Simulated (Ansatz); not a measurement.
## BP: equation of state with r2SCAN+D3(BJ)

**Experimental background.**

“Equation of state of single-crystal cubic boron phosphide”, 2014, arxiv:1407.1677 reports, for a bulk crystal of BP at 300 K: bulk modulus 179 ± 1 GPa.

Crystal: BP.

```xyz
2
Lattice="0.0000 2.2690 2.2690 2.2690 0.0000 2.2690 2.2690 2.2690 0.0000" Properties=species:S:1:pos:R:3 pbc="T T T"
P     3.4035    3.4035    3.4035
B     0.0000    0.0000    0.0000
```

```
Program             : Ansatz 0.2.0
Task                : equation of state
Functional          : r2SCAN
Dispersion          : D3(BJ)
Potentials or basis : Ansatz PAW
Cutoff              : 500 eV
Density cutoff      : 2000 eV
k mesh              : 10 × 10 × 10
Occupations         : fermi-dirac, width 0.05 eV
Spin                : no spin polarisation
```

| Property | Result |
| --- | --- |
| Equilibrium volume | 11.53 Å³/atom |
| Bulk modulus | 173 GPa |
| Pressure derivative of the bulk modulus | 3.8 |

Energy against volume, from the lowest point:
```csv
volume (Å³/atom),energy (meV/atom)
10.981,14.81
11.214,4.49
11.448,0.00
11.682,0.79
11.915,6.38
12.149,16.33
12.383,30.23
```

All runs of the series together: 14 s on 2 threads of Intel(R) Xeon(R) Processor @ 2.70GHz, on a shared host.

Against the measured bulk modulus of BP, 179 GPa (300 K; “Equation of state of single-crystal cubic boron phosphide”, 2014, arxiv:1407.1677), the calculated 173 GPa is off by -3.4 %. 3 values of this kind are on record (173 to 179 GPa); this one was drawn at random among those near their median, those with a stated uncertainty first. The fit is for a static lattice scaled at fixed shape and fixed fractional positions.

Caveat: the PAW data sets were made with another functional, which shifts forces and pressure a little.
